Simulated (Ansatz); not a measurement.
A plane-wave DFT run in Ansatz 0.2.0 (scalar-relativistic PAW potentials unless the input names others): input and command.

```yaml
crystal:
  lattice:
    - [3.7418546051, 0.0, 0.0]
    - [-1.8709273026, 3.2405411453, 0.0]
    - [0.0, 0.0, 12.2586683531]
  atoms:
    - { symbol: Zn, position: [-0.0018364492, -0.0040806724, -0.0008921912] }
    - { symbol: Zn, position: [-0.0018364492, -0.0040806724, 0.4991078088] }
    - { symbol: Zn, position: [0.3314968842, 0.6625859942, 0.2489782326] }
    - { symbol: Zn, position: [0.6648302175, 0.3292526609, 0.7489782326] }
    - { symbol: S, position: [-0.0018364492, -0.0040806724, 0.1861066439] }
    - { symbol: S, position: [0.0128551441, 0.028564707, 0.694767236] }
    - { symbol: S, position: [0.3314968842, 0.6625859942, 0.4364770187] }
    - { symbol: S, position: [0.6648302175, 0.3292526609, 0.9364770187] }
basis:
  ecutwfc: 420
kpoints:
  mp_grid: { grid: [6, 6, 2] }
hamiltonian:
  xc: lda
scf:
  occupations: { method: fermi_dirac, width: 0.3 }
  n_extra_bands: 0
  max_iter: 50
output:
  forces: true
  eigenvalues: true
  stress: true
```

```bash
ansatz run input.yaml --threads 2 --pin off --max-ram 5120MiB --backend cpu --events-out ev --progress --plain --runs-dir out
```

Task: What is wrong with this input?

Result: The program refuses it, because of too few bands (scf.n_extra_bands: not typed → 0). Also changed, but not at fault: scf.occupations: {"method": "gaussian", "width": 0.05} → {"method": "fermi_dirac", "width": 0.3}. With the sound run's settings it is accepted.

Abridged log:
```
Error: inconsistent input (scf.n_extra_bands, scf.occupations.method): n_bands = 36 leaves no empty band above the 36 bands per channel that the deck's 72 electrons occupy, and the occupations search for the Fermi level (a smearing at a finite width, or tetrahedra): a level found among occupied bands alone can fill a metal as an insulator; raise scf.n_extra_bands until at least 37 bands are solved (omitted, it auto-derives to 48) (see scf.n_extra_bands in the input reference)
```